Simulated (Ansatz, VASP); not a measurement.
# Sn3Te: VASP beside Ansatz

Contents of INCAR:

```
PREC = Accurate ; ENCUT = 520
EDIFF = 1E-6 ; ISMEAR = -1
SIGMA = 0.05 ; LREAL = F
LASPH = T ; NELM = 60
ALGO = Fast ; ISIF = 2
LWAVE = F ; LCHARG = T
GGA = CA ; LELF = T
LVHAR = T ; NBANDS = 32
```

File KPOINTS:

```
regular mesh
0
Gamma
  6 6 6
```

POSCAR

```
Sn3Te
1.0
    4.8656220000      0.0000000000      0.0000000000
    0.0000000000      4.8656220000      0.0000000000
    0.0000000000      0.0000000000      4.8656220000
Te Sn
1 3
Direct
    0.0000000000      0.0000000000      0.0000000000
    0.0000000000      0.5000000000      0.5000000000
    0.5000000000      0.0000000000      0.5000000000
    0.5000000000      0.5000000000      0.0000000000
```

File input.yaml:

```yaml
crystal:
  lattice:
    - [4.865622, 0.0, 0.0]
    - [0.0, 4.865622, 0.0]
    - [0.0, 0.0, 4.865622]
  atoms:
    - { symbol: Te, position: [0.0, 0.0, 0.0] }
    - { symbol: Sn, position: [0.0, 0.5, 0.5] }
    - { symbol: Sn, position: [0.5, 0.0, 0.5] }
    - { symbol: Sn, position: [0.5, 0.5, 0.0] }
kpoints:
  mp_grid: { grid: [6, 6, 6] }
scf:
  occupations: { method: fermi_dirac, width: 0.05 }
hamiltonian:
  xc: lda
  pseudopotentials: { kind: all_electron, lapw: { basis_error: 0.002 } }
output:
  forces: true
  stress: true
  eigenvalues: true
```

Alike in both runs: task single point; functional LDA; k mesh 6 × 6 × 6; occupations fermi-dirac, width 0.05 eV; no spin polarisation.

|  | VASP | Ansatz |
| --- | --- | --- |
| version | VASP 6.6.1 | Ansatz 0.2.0 |
| potentials or method | VASP PAW LDA potentials, release 64 (Te, Sn_d) | all-electron LAPW, scalar-relativistic |
| plane-wave cutoff (eV) | 520 | see its input |

```csv
,VASP,Ansatz,Ansatz less VASP
gap on the k mesh at the Fermi level (eV),none,none,-
pressure (GPa),-3.4,-3.5,-0.06
```

A gap of «none» marks a metal or a gap that the smearing closes. Ansatz ran all-electron here, so the differences hold the error of VASP's frozen core and of both bases.

The runs have no spin-orbit coupling, so splittings on Te are missing.
